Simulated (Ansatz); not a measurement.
Computed with Ansatz on PBE0-D4/def2-TZVP structures; ΔE is electronic, products minus reactants. CBS: MP2 limit from def2 TZ/QZ plus the TZ coupled-cluster correction, frozen cores. Functionals use def2-TZVPP. B3LYP here is the variant with VWN-RPA as its local correlation; programs differ in this. One conformer a species, not always the lowest.

`C=CC[SiH](F)F` + `CO[SiH2]SC` → `CO[SiH2]S[SiH](F)F` + `C=CCC`  (formal exchange of groups at the Si–C bond)

`C=CC[SiH](F)F`:

```xyz
12

C     1.109    1.087   -1.328
C     0.075    0.297   -1.069
C     0.078   -0.826   -0.086
Si   -0.806   -0.339    1.471
F    -2.302    0.075    1.122
F    -0.890   -1.583    2.458
H     2.072    0.939   -0.850
H     1.029    1.906   -2.033
H    -0.871    0.487   -1.572
H     1.100   -1.111    0.185
H    -0.416   -1.716   -0.491
H    -0.177    0.783    2.194
```

`CO[SiH2]SC`:

Z-matrix (Å, degrees):
```
C
O 1 1.411
H 1 1.091 2 108.1
H 1 1.095 2 111.3 3 119.6
H 1 1.096 2 111.3 3 -119.2
Si 2 1.640 1 123.0 3 -177.4
S 6 2.121 2 113.3 1 60.5
H 6 1.487 2 111.6 1 -56.7
H 6 1.481 2 104.2 1 -178.7
C 7 1.818 6 99.4 2 64.5
H 10 1.089 7 111.1 6 -61.5
H 10 1.089 7 106.9 6 179.6
H 10 1.090 7 110.8 6 60.9
```

`CO[SiH2]S[SiH](F)F`:

Z-matrix (Å, degrees):
```
C
O 1 1.414
H 1 1.094 2 110.4
H 1 1.094 2 111.6 3 -121.5
H 1 1.091 2 108.2 3 119.0
Si 2 1.637 1 125.5 3 90.5
S 6 2.140 2 107.2 1 136.8
H 6 1.485 2 109.2 1 16.1
H 6 1.482 2 112.6 1 -107.1
Si 7 2.108 6 95.7 2 -32.3
F 10 1.589 7 111.1 6 -48.2
F 10 1.585 7 106.4 6 -164.3
H 10 1.468 7 115.5 6 75.8
```

`C=CCC`:

Cartesian coordinates in Å:
```
C -1.064 -1.176 1.205
C -0.837 -0.472 0.106
C 0.506 -0.217 -0.492
C 0.836 1.269 -0.571
H -0.252 -1.641 1.757
H -2.066 -1.318 1.594
H -1.681 -0.019 -0.414
H 1.270 -0.743 0.090
H 0.534 -0.641 -1.503
H 0.085 1.808 -1.155
H 0.862 1.716 0.426
H 1.807 1.434 -1.043
```

Problem. Is it downhill or uphill in electronic energy at CCSD(T)/CBS, and by how much? (Estimate.)

Solution. Ansatz gave: Downhill: ΔE = -69.9 kJ/mol.

Problem. What do these levels give: PBE-D4, r2SCAN-D4, B3LYP-D4, ωB97X-V, B2PLYP, PBE, HF/def2-TZVPP, SCS-MP2/def2-TZVPP, CCSD/def2-TZVPP, MP2/def2-QZVPP, SCS-MP2/def2-QZVPP, MP2/CBS(def2)? (Best estimate.)

Solution. Computed: PBE-D4 -64.9, r2SCAN-D4 -69.6, B3LYP-D4 -66.7, ωB97X-V -69.0, B2PLYP -66.6, PBE -62.6, HF/def2-TZVPP -70.9, SCS-MP2/def2-TZVPP -70.0, CCSD/def2-TZVPP -69.7, MP2/def2-QZVPP -71.9, SCS-MP2/def2-QZVPP -70.1, MP2/CBS(def2) -72.0 kJ/mol.

Largest T1 diagnostic among the species: 0.012.

The D4 term adds −3.8 kJ/mol with B3LYP and −2.0 kJ/mol with PBE0; it sums over pairs of atoms, weighted by their polarisabilities, and B3LYP, whose exchange is more repulsive, gets the larger term. From PBE to PBE0 (25 % exact exchange), in def2-TZVPP and without D4, ΔE moves by −4.0 kJ/mol.
